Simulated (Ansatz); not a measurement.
Runs of Ansatz 0.2.0 on Eu. Symmetry: Im-3m, No. 229, cubic system. The conventional cell has a = 4.606 Å, b = 4.606 Å, c = 4.606 Å, α = 90.00°, β = 90.00°, γ = 90.00°. Around Eu (site symmetry m-3m) lie 8 Eu at 3.99 Å. 

| task | level | potentials or basis | spin | U | k mesh | cutoff (eV) | smearing | double counting | hubbard projectors | other keys | gap on the mesh (eV) | pressure (GPa) | moment (μB) |
| --- | --- | --- | --- | --- | --- | --- | --- | --- | --- | --- | --- | --- | --- |
| single point | PBE0 | Ansatz PAW | collinear, random start | - | 6 × 6 × 6 | 420 | gaussian 0.025 eV | - | - | - | none | 0.1 | 7.53 |
| projected density of states | r2SCAN+D4+U | Ansatz PAW | collinear, ferromagnetic start | Eu f U = 7 eV | 8 × 8 × 8 | 500 | tetrahedron | amf | ortho-atomic (the default) | - | none | (a) | (b) |
| electrostatic potential | r2SCAN+D3(BJ)-ATM+U | Ansatz PAW | collinear, random start | Eu f U = 6 eV | 8 × 8 × 8 | 500 | cold 0.1 eV | amf | all-electron-atomic | - | none | -1.6 | 7.73 |
| single point | HSE06+D4 | PseudoDojo 3+ lanthanides | collinear, program default start | - | 6 × 6 × 6 | 680 | gaussian 0.05 eV | - | - | scf.occupations.method = gaussian; scf.occupations.width = 0.05; … | none | -7.6 | 0.60 |

Alike in all rows: cell as given.

**Question.** Fill in the values left out.

**Answer.** (a) -0.6; (b) 1.07.

Caveats: the magnetic or orbital state may not be the lowest; spin-orbit coupling is left out, which moves the levels of the heavy elements; the PAW data sets come from PBE, with cores solved anew for the run's functional, which leaves a small shift of forces and pressure (some runs); pairwise dispersion overbinds metals, which lowers pressure and volume (some runs); the thresholds are loose for stress (some runs); with tetrahedron occupations forces and stress needn't match the slope of the energy (some runs); the potentials were made for another functional, which shifts forces and pressure (some runs).

A k mesh can miss the band edges, and the runs leave out spin-orbit coupling on Eu.

A gap of «none» marks a metal or a gap under the smearing width.

The runs don't all hold the same shells in valence.

Runs at the PBE level aren't shown here.
